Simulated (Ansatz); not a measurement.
# C under changes of volume

One of the cells (5.672 Å³/atom); the others are scaled copies at fixed shape and fractional positions:

```
C
1.0
     2.52210    0.00000    0.00000
    -1.26105    2.18420    0.00000
     0.00000    0.00000    8.23710
C
8
Direct
  0.66667 0.33333 0.84375
  0.33333 0.66667 0.34375
  0.66667 0.33333 0.65625
  0.33333 0.66667 0.15625
  0.00000 0.00000 0.90625
  0.00000 0.00000 0.40625
  0.00000 0.00000 0.59375
  0.00000 0.00000 0.09375
```

This is a hexagonal form of diamond, not graphite.

```yaml
Program: Ansatz 0.2.0
Functional: PBE
Potentials_or_basis: all-electron LAPW, scalar-relativistic
Cutoff: 449 eV (chosen from the basis error)
Basis_error_allowed: 0.001 eV/atom
k_mesh: 12 × 12 × 4
Occupations: fermi-dirac, width 0.05 eV
Spin: no spin polarisation
```

```csv
volume (Å³/atom),energy over the lowest point (meV/atom),pressure (GPa),gap on the mesh (eV),largest force (eV/Å)
5.332,35.79,32.9,4.57,0.370
5.445,16.52,21.7,4.52,0.355
5.559,4.81,11.5,4.47,0.341
5.672,0.00,2.2,4.42,0.328
5.785,1.46,-6.2,4.37,0.316
5.899,?,?,?,?
6.012,20.99,-20.9,4.28,0.293
```

**Question.** What does the run at 5.899 Å³/atom give?

**Answer.** Energy over the lowest point 8.62 meV/atom; pressure -13.9 GPa; gap on the mesh 4.33 eV; largest force 0.304 eV/Å.

Worked out: A Birch-Murnaghan fit of order 3 (a polynomial in V^(-2/3)) to the other rows has its minimum at 5.70 Å³/atom with B0 = V·E''(V) = 435 GPa and B' = 3.8 at fixed shape and positions, which overstates the stiffness. It gives 8.67 meV/atom at 5.899 Å³/atom, against the run's 8.62, and -dE/dV = -13.9 GPa, against -13.9. A straight line through the other rows of the gap, of slope -2.43 eV per unit of ln V, gives 4.32 eV, against the run's 4.33.

Energies are extrapolated to zero smearing.

A mesh can miss the band edges.
